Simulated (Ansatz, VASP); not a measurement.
## Y: VASP beside Ansatz

```xyz
1
Lattice="0.0000 2.5429 2.5429 2.5429 0.0000 2.5429 2.5429 2.5429 0.0000" Properties=species:S:1:pos:R:3 pbc="T T T"
Y     0.0000    0.0000    0.0000
```

Alike in both runs: task single point; functional PBE; k mesh 6 × 6 × 6; occupations gaussian, width 0.05 eV; no spin polarisation.

```csv
,VASP,Ansatz
version,VASP 6.6.1,Ansatz 0.2.0
potentials or method,"VASP PAW PBE potentials, release 64 (Y_sv)","scalar-relativistic, plane waves, PAW"
plane-wave cutoff (eV),520,420
valence electrons in the cell,11,11
```

Ansatz gave:

```
gap on the k mesh at the Fermi level (eV) : none
pressure (GPa)                            : -0.7
```

Q: Which values does VASP return?

A: gap on the k mesh at the Fermi level (eV): none; pressure (GPa): -0.8.

A gap of «none» marks a metal or a gap that the smearing closes. With one functional, cell and mesh, what is left measures potentials, basis and numerics.
